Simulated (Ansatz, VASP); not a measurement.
## HfC: VASP beside Ansatz

```
CELL_PARAMETERS angstrom
0.00000 2.32579 2.32579
2.32579 0.00000 2.32579
2.32579 2.32579 0.00000
ATOMIC_POSITIONS crystal
Hf 0.00000 0.00000 0.00000
C 0.50000 0.50000 0.50000
```

Alike in both runs: functional PBE; k mesh 16 × 16 × 16; occupations gaussian, width 0.1 eV; no spin polarisation.

Ansatz relaxed the structure, and its values are those at the end. VASP's run is a single point on that final structure, the one shown.

|  | VASP | Ansatz |
| --- | --- | --- |
| version | VASP 6.6.1 | Ansatz 0.2.0 |
| potentials or method | VASP PAW PBE potentials, release 64 (Hf_pv, C) | scalar-relativistic, plane waves, PAW |
| plane-wave cutoff (eV) | 520 | 420 |
| valence electrons in the cell | 14 | 30 |

Ansatz gave:

```
gap on the k mesh at the Fermi level (eV) : none
pressure (GPa)                            : 0.0
```

Problem. Estimate VASP's values.

Solution. gap on the k mesh at the Fermi level (eV): none; pressure (GPa): -0.7.

A gap of «none» marks a metal or a gap that the smearing closes. The two sets of potentials don't hold the same shells in valence.

The runs have no spin-orbit coupling, so splittings on Hf are missing.
